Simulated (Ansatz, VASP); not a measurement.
## KI in VASP and in Ansatz

```
CELL_PARAMETERS angstrom
0.00000 3.96589 3.96589
3.96589 0.00000 3.96589
3.96589 3.96589 0.00000
ATOMIC_POSITIONS crystal
K 0.00000 0.00000 0.00000
I 0.25000 0.25000 0.25000
```

Alike in both runs: task single point; functional r2SCAN; k mesh 6 × 6 × 6; no spin polarisation.

|  | VASP | Ansatz |
| --- | --- | --- |
| version | VASP 6.6.1 | Ansatz 0.2.0 |
| potentials or method | VASP PAW PBE potentials, release 64 (K_sv, I) | plane waves, PAW |
| plane-wave cutoff (eV) | 520 | 500 |
| occupations | gaussian, width 0.01 eV | fixed |
| valence electrons in the cell | 16 | 26 |

|  | VASP | Ansatz | Ansatz less VASP |
| --- | --- | --- | --- |
| gap on the k mesh at the Fermi level (eV) | 4.47 | 4.47 | +0.004 |
| pressure (GPa) | 0.0 | 0.0 | 0.00 |

The two sets of potentials don't hold the same shells in valence.

Caveats: the PAW data sets were made with another functional, which shifts forces and pressure a little (VASP); spin-orbit coupling is left out, which moves the levels of the heavy elements. A k mesh can miss the band edges.
